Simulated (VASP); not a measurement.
# CuO (Tenorite) under changes of volume

One of the cells (10.756 Å³/atom); the others are scaled copies at fixed shape and fractional positions:

```
Cu O
1.0
     2.09629   -1.98914    0.16058
     2.09629    1.98914    0.16058
    -0.41434    0.00000    5.12712
Cu O
2 2
Direct
  0.49404 0.99420 0.50187
  0.99420 0.49404 0.00187
  0.49307 0.49570 0.75183
  0.49570 0.49307 0.25183
```

| Quantity | Value |
| --- | --- |
| Program | VASP 6.6.1 |
| Functional | r2SCAN |
| Potentials or basis | VASP PAW PBE potentials, release 64 (Cu, O) |
| Cutoff | 520 eV |
| k mesh | 8 × 8 × 4 |
| Occupations | fermi-dirac, width 0.05 eV |
| Spin | no spin polarisation |

```tsv
volume (Å³/atom)	energy over the lowest point (meV/atom)	pressure (GPa)	largest force (eV/Å)
10.325	?	?	?
10.541	2.97	3.8	0.008
10.756	0.00	0.1	0.005
10.971	1.76	-3.2	0.009
11.186	7.74	-6.1	0.013
```

What does the run at 10.325 Å³/atom give?

Energy over the lowest point 11.23 meV/atom; pressure 8.0 GPa; largest force 0.012 eV/Å.

Worked out: A Birch-Murnaghan fit of order 2 (a polynomial in V^(-2/3)) to the other rows has its minimum at 10.78 Å³/atom with B0 = V·E''(V) = 173 GPa at fixed shape and positions, which overstates the stiffness. It gives 11.17 meV/atom at 10.325 Å³/atom, against the run's 11.23, and -dE/dV = 8.2 GPa, against 8.0.

Energies are extrapolated to zero smearing.

Caveats: the PAW data sets were made with another functional, which shifts forces and pressure a little; the run has no spin polarisation, though such a crystal can be magnetic.
